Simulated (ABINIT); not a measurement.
AlN:

```
Al N
1.0
     0.00000    2.03452    2.03452
     2.03452    0.00000    2.03452
     2.03452    2.03452    0.00000
Al N
1 1
Direct
  0.50000 0.50000 0.50000
  0.00000 0.00000 0.00000
```

Measurements of this composition are mostly on another form, of space group No. 186.

Program: ABINIT 10.8.3 (patched build). Alike in all runs: task band structure; no spin polarisation; cell as given; k mesh 11 × 11 × 11; smearing fermi-dirac 0.05 eV. Hardware: 1 thread of Arm Neoverse V1 (shared host).

Problem. Order these runs on this cell by their wall time, lowest first.
A. level TB-mBJ; potentials or basis JTH PAW LDA v2.0; cutoff (eV) 844; fine-grid cutoff 1442.2 eV
B. level PBEsol; potentials or basis JTH PAW PBE v2.0; cutoff (eV) 707; fine-grid cutoff 1306.15 eV
C. level r2SCAN; potentials or basis JTH PAW PBE v2.0; cutoff (eV) 844; fine-grid cutoff 1442.2 eV

Solution. B (27 s), C (110 s), A (230 s).

Runs at the PBE level aren't shown here.
